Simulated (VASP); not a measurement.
# NiO (Fm-3m) in VASP: further runs, part 2 of 2

VASP 6.6.1. Earlier steps stand in the parts before.

## 5. Single point, PBE+U, collinear spin, ferromagnetic start

Input file INCAR:

```
ALGO     = Normal         # electronic algorithm
EDIFF    = 1E-6           # SCF threshold, eV
ENCUT    = 520            # plane-wave cutoff, eV
GGA      = PE             # functional
ISIF     = 2              # what is computed and relaxed
ISMEAR   = 0              # smearing method
ISPIN    = 2              # spin polarisation
LASPH    = T              # aspherical terms in the spheres
LCHARG   = F              # write CHGCAR
LDAU     = T              # DFT+U
LDAUJ    = 0 0          
LDAUL    = 2 -1           # shell
LDAUPRINT= 1            
LDAUTYPE = 2            
LDAUU    = 8 0            # U, eV
LMAXMIX  = 4              # l up to which the mixer works
LORBIT   = 11             # projections on sites
LREAL    = F              # projectors in reciprocal space
LWAVE    = F              # write WAVECAR
MAGMOM   = 1 0            # initial moments
NBANDS   = 19             # bands
NELM     = 120            # most SCF steps
PREC     = Accurate       # precision mode
SIGMA    = 0.05           # smearing width, eV
```

Input file KPOINTS:

```
k-points
0
Gamma
  8 8 8
```

Input file POSCAR:

```
NiO
1.0
    0.0000000000      2.0913095100      2.0913095100
    2.0913095100      0.0000000000      2.0913095100
    2.0913095100      2.0913095100      0.0000000000
Ni O
1 1
Direct
    0.0000000000      0.0000000000      0.0000000000
    0.5000000000      0.5000000000      0.5000000000
```

Potentials or basis: VASP PAW PBE potentials, release 64 (Ni, O).

Run with:

```
$ cat potpaw_PBE.64/Ni/POTCAR potpaw_PBE.64/O/POTCAR > POTCAR
$ mpirun -np 1 vasp_std > vasp.out
```

OUTCAR:

```text
EDIFF = 1E-6
   ENCUT = 520
   GGA = PE
   ISIF = 2
   ISMEAR = 0
   ISPIN = 2
   LASPH = T
   LORBIT = 11
   LREAL = F
   NELM = 120
   PREC = Accurate

 ion  position               nearest neighbor table
   1  0.000  0.000  0.000-   2 2.09   2 2.09   2 2.09   2 2.09   2 2.09   2 2.09
   2  0.500  0.500  0.500-   1 2.09   1 2.09   1 2.09   1 2.09   1 2.09   1 2.09

  LATTYP: Found a face centered cubic cell.
 ALAT       =     4.1826190200

  Lattice vectors:

 A1 = (   0.0000000000,   2.0913095100,   2.0913095100)
 A2 = (   2.0913095100,   0.0000000000,   2.0913095100)
 A3 = (   2.0913095100,   2.0913095100,   0.0000000000)

Analysis of symmetry for initial positions (statically):
=====================================================================
 Subroutine PRICEL returns:
 Original cell was already a primitive cell.

[... 233 lines left out ...]
      1     -12.0168      1.00000
      2      -0.5745      1.00000
      3      -0.5744      1.00000
      4       0.7293      1.00000
      5       0.7294      1.00000
      6       0.7294      1.00000
[... 1049 lines left out ...]
     18      38.9791      0.00000
     19      40.1513      0.00000

 [... further k-points ...]

------------------------ aborting loop because EDIFF is reached ----------------------------------------

  FORCE on cell =-STRESS in cart. coord.  units (eV):
  Direction    XX          YY          ZZ          XY          YZ          ZX
  --------------------------------------------------------------------------------------
  -------------------------------------------------------------------------------------
  Total       -0.0591615     -0.0591615     -0.0591615     -0.0000000      0.0000000     -0.0000000
  in kB       -5.1816074     -5.1816074     -5.1816074     -0.0000000      0.0000000     -0.0000000
  external PRESSURE =      -5.1816074 kB  Pullay stress =       0.0000000 kB

 VOLUME and BASIS-vectors are now :
 -----------------------------------------------------------------------------
  energy-cutoff  :      520.00
  volume of cell :       18.29
      direct lattice vectors                 reciprocal lattice vectors
     0.000000000  2.091309510  2.091309510    -0.239084649  0.239084649  0.239084649
     2.091309510  0.000000000  2.091309510     0.239084649 -0.239084649  0.239084649
     2.091309510  2.091309510  0.000000000     0.239084649  0.239084649 -0.239084649

 POSITION                                       TOTAL-FORCE (eV/Angst)
 -----------------------------------------------------------------------------------
      0.00000      0.00000      0.00000         0.000000      0.000000      0.000000
      2.09131      2.09131      2.09131        -0.000000     -0.000000     -0.000000
 -----------------------------------------------------------------------------------
    total drift:                                0.000000     -0.000000     -0.000000

  FREE ENERGIE OF THE ION-ELECTRON SYSTEM (eV)
  ---------------------------------------------------
  free  energy   TOTEN  =        -9.9691190779 eV

  energy  without entropy=       -9.9691190779  energy(sigma->0) =       -9.96911908

 total charge

# of ion       s       p       d       tot
------------------------------------------
    1        0.344   0.426   8.239   9.009
    2        1.546   3.489   0.000   5.035
--------------------------------------------------
tot          1.890   3.915   8.239  14.044

 magnetization (x)

# of ion       s       p       d       tot
------------------------------------------
    1        0.012   0.013   1.859   1.884
    2        0.013   0.114   0.000   0.127
--------------------------------------------------
tot          0.025   0.127   1.859   2.011
```

OSZICAR:

```text
N       E                     dE             d eps       ncg     rms          rms(c)
DAV:   1     0.904619335693E+02    0.90462E+02   -0.69953E+03  2327   0.104E+03
DAV:   2    -0.204200841701E+01   -0.92504E+02   -0.81345E+02  2303   0.239E+02
DAV:   3    -0.790490439958E+01   -0.58629E+01   -0.56824E+01  2520   0.602E+01
DAV:   4    -0.795741551998E+01   -0.52511E-01   -0.52468E-01  2417   0.568E+00
DAV:   5    -0.795797334411E+01   -0.55782E-03   -0.55780E-03  2448   0.558E-01    0.173E+01
DAV:   6    -0.912236496323E+01   -0.11644E+01   -0.14701E+01  2452   0.681E+01    0.223E+01
DAV:   7    -0.952900646776E+01   -0.40664E+00   -0.10321E+00  2387   0.164E+01    0.112E+01
DAV:   8    -0.978741550873E+01   -0.25841E+00   -0.11536E-01  2652   0.411E+00    0.622E+00
DAV:   9    -0.995789714034E+01   -0.17048E+00   -0.87936E-02  2403   0.720E+00    0.681E-01
DAV:  10    -0.996753053595E+01   -0.96334E-02   -0.28133E-02  2531   0.210E+00    0.643E-01
DAV:  11    -0.996849348452E+01   -0.96295E-03   -0.37306E-03  2454   0.718E-01    0.195E-01
DAV:  12    -0.996903523752E+01   -0.54175E-03   -0.24363E-04  2347   0.460E-01    0.554E-02
DAV:  13    -0.996911060602E+01   -0.75368E-04   -0.88150E-05  2548   0.212E-01    0.309E-02
DAV:  14    -0.996911881975E+01   -0.82137E-05   -0.43603E-05  2496   0.481E-02    0.125E-02
DAV:  15    -0.996911907793E+01   -0.25818E-06   -0.60782E-07  1731   0.980E-03
   1 F= -.99691191E+01 E0= -.99691191E+01  d E =-.416918E-15  mag=     2.0000
```

stdout:

```text
POSCAR found type information on POSCAR NiO
 POSCAR found :  2 types and       2 ions
 scaLAPACK will be used
 LDA part: xc-table for (Slater+PW92), standard interpolation
 POSCAR, INCAR and KPOINTS ok, starting setup
 FFT: planning ... GRIDC
 FFT: planning ... GRID_SOFT
 FFT: planning ... GRID
 WAVECAR not read
 entering main loop
```

Wall time 19 s (1 thread of Intel Xeon Platinum 8375C at 2.90GHz (Ice Lake), shared host); peak memory 0.15 GiB.

What came out:

| Item | Value |
| --- | --- |
| Free energy | -9.9691 eV |
| Pressure | -0.5 GPa |
| Band gap on the k mesh | 3.02 eV, indirect (least direct gap 3.79 eV) |
| Net moment | 2.00 μB per cell |
| Site moments | Ni +1.88; O +0.13 μB |
| Valence electrons inside the program's atomic spheres | Ni 9.01; O 5.04 |

Eigenvalues of the final occupation matrices:
| site | spin | trace | eigenvalues |
| --- | --- | --- | --- |
| site 1 d | 1 | 5.07 | 0.99 0.99 0.99 1.05 1.05 |
| site 1 d | 2 | 3.20 | 0.12 0.12 0.99 0.99 0.99 |

Caveat: a cell with one magnetic atom can't hold antiferromagnetic order, which such compounds often take. The state reached can hang on the start; a lower one may exist.

## 6. Single point, PBE+U, collinear spin, antiferromagnetic start

This run uses another cell than the first one: it holds 4 atoms, not 2.

Input file INCAR:

```
SYSTEM = NiO
PREC = Accurate
ENCUT = 520
EDIFF = 1E-6
ISMEAR = 0
SIGMA = 0.05
LREAL = .False.
LASPH = .True.
NELM = 120
ALGO = Normal
ISIF = 2
LWAVE = .False.
LCHARG = .True.
ISPIN = 2
MAGMOM = 1 -1 0 0
LORBIT = 11
LMAXMIX = 4
LDAU = .True.
LDAUTYPE = 2
LDAUL = 2 -1
LDAUU = 8 0
LDAUJ = 0 0
LDAUPRINT = 1
GGA = PE
LELF = .True.
LVHAR = .True.
NBANDS = 28
```

Input file KPOINTS:

```
Automatic mesh
0
Gamma
  7 7 7
  0 0 0
```

Input file POSCAR:

```
NiO
1.0
    4.1826190200      2.0913095100      2.0913095100
    2.0913095100      4.1826190200      2.0913095100
    2.0913095100      2.0913095100      4.1826190200
Ni O
2 2
Direct
    0.0000000000      0.0000000000      0.0000000000
    0.5000000000      0.5000000000      0.5000000000
    0.2500000000      0.2500000000      0.2500000000
    0.7500000000      0.7500000000      0.7500000000
```

Potentials or basis: VASP PAW PBE potentials, release 64 (Ni, O).

Run with:

```
$ cat potpaw_PBE.64/Ni/POTCAR potpaw_PBE.64/O/POTCAR > POTCAR
$ mpirun -np 1 vasp_std > vasp.out
```

Wall time 6 min (1 thread of Intel Xeon Platinum 8375C at 2.90GHz (Ice Lake), shared host); peak memory 0.31 GiB.

Results (log left out):

```
Free energy                                           : -20.0286 eV
Pressure                                              : -1.7 GPa
Band gap on the k mesh                                : 3.57 eV
Net moment                                            : 0.00 μB per cell
Site moments                                          : Ni +1.83, -1.83; O +0.00 μB
Valence electrons inside the program's atomic spheres : Ni 9.02; O 5.03
```

Levels at points of the mesh, in eV from the valence-band top:
Spin up:
```csv
k point,band 13,band 14,band 15,band 16,band 17,band 18,band 19,band 20
"(0.00, 0.00, 0.00)",-0.64,-0.55,-0.55,-0.55,3.57,5.05,5.05,7.52
```
Spin down:
```csv
k point,band 13,band 14,band 15,band 16,band 17,band 18,band 19,band 20
"(0.00, 0.00, 0.00)",-0.64,-0.55,-0.55,-0.55,3.57,5.05,5.05,7.52
```

Eigenvalues of the final occupation matrices:
```csv
site,spin,trace,eigenvalues
site 1 d,1,5.06,0.99 0.99 0.99 1.04 1.04
site 1 d,2,3.22,0.13 0.13 0.99 0.99 0.99
site 2 d,1,3.22,0.13 0.13 0.99 0.99 0.99
site 2 d,2,5.06,0.99 0.99 0.99 1.04 1.04
```

Caveat: an odd mesh through Γ misses points on the zone boundary, where band edges often lie.

## 7. For comparison

An earlier run on the cell as given: functional PBE; potentials or basis VASP PAW PBE potentials, release 64 (Ni, O); cutoff 520 eV; k mesh 11 × 11 × 11; occupations fermi-dirac, width 0.05 eV; collinear spin, ferromagnetic start; starting moments [1.0, 0.0] μB.

- Pressure: 3.7 GPa
- Band gap on the k mesh: none (metal or under the smearing width)
- Net moment: 1.70 μB per cell
- Site moments: Ni +1.40; O +0.26 μB
- Valence electrons inside the program's atomic spheres: Ni 8.98; O 4.98

## 8. The runs side by side

```csv
level,potentials or basis,spin,U,fixed moment (μB),k mesh,smearing,supercell matrix,gap on the mesh (eV),pressure (GPa),moment (μB)
LDA+U,"VASP PAW LDA potentials, release 64 (Ni, O)","collinear, zero start",Ni d U = 8 eV,-,8 × 8 × 8,gaussian 0.05 eV,-,none,-33.3,0.00
LDA+U,"VASP PAW LDA potentials, release 64 (Ni, O)","collinear, random start",Ni d U = 8 eV,-,8 × 8 × 8,gaussian 0.05 eV,-,2.75,-19.8,2.00
LDA+U,"VASP PAW LDA potentials, release 64 (Ni, O)","collinear, ferromagnetic start",Ni d U = 8 eV,4,8 × 8 × 8,gaussian 0.05 eV,-,-,62.8,4.00
PBE+U,"VASP PAW PBE potentials, release 64 (Ni, O)","collinear, ferromagnetic start",Ni d U = 8 eV,-,8 × 8 × 8,gaussian 0.05 eV,-,3.02,-0.5,2.00
PBE+U,"VASP PAW PBE potentials, release 64 (Ni, O)","collinear, antiferromagnetic start",Ni d U = 8 eV,-,7 × 7 × 7,gaussian 0.05 eV,"[0, 1, 1, 1, 0, 1, 1, 1, 0]",3.57,-1.7,0.00
PBE,"VASP PAW PBE potentials, release 64 (Ni, O)","collinear, ferromagnetic start",-,-,11 × 11 × 11,fermi-dirac 0.05 eV,-,none,3.7,1.70
```

Alike in all rows: task single point; cell as given; cutoff (eV) 520.

Caveats: a cell with one magnetic atom can't hold antiferromagnetic order, which such compounds often take (some runs); a pressure of tens of GPa on the cell as given is suspect, and the run, the potentials or the cell itself is likely at fault (some runs); the moment is held away from its start (some runs); the total moment is fixed, so each spin has its own Fermi level (some runs); an odd mesh through Γ misses points on the zone boundary, where band edges often lie (some runs); semilocal functionals often make such compounds metallic where correlation or magnetic order opens a gap, which also shifts bond lengths (some runs).

Total energies depend on the potentials used, so only differences within one code and one set of settings carry meaning.
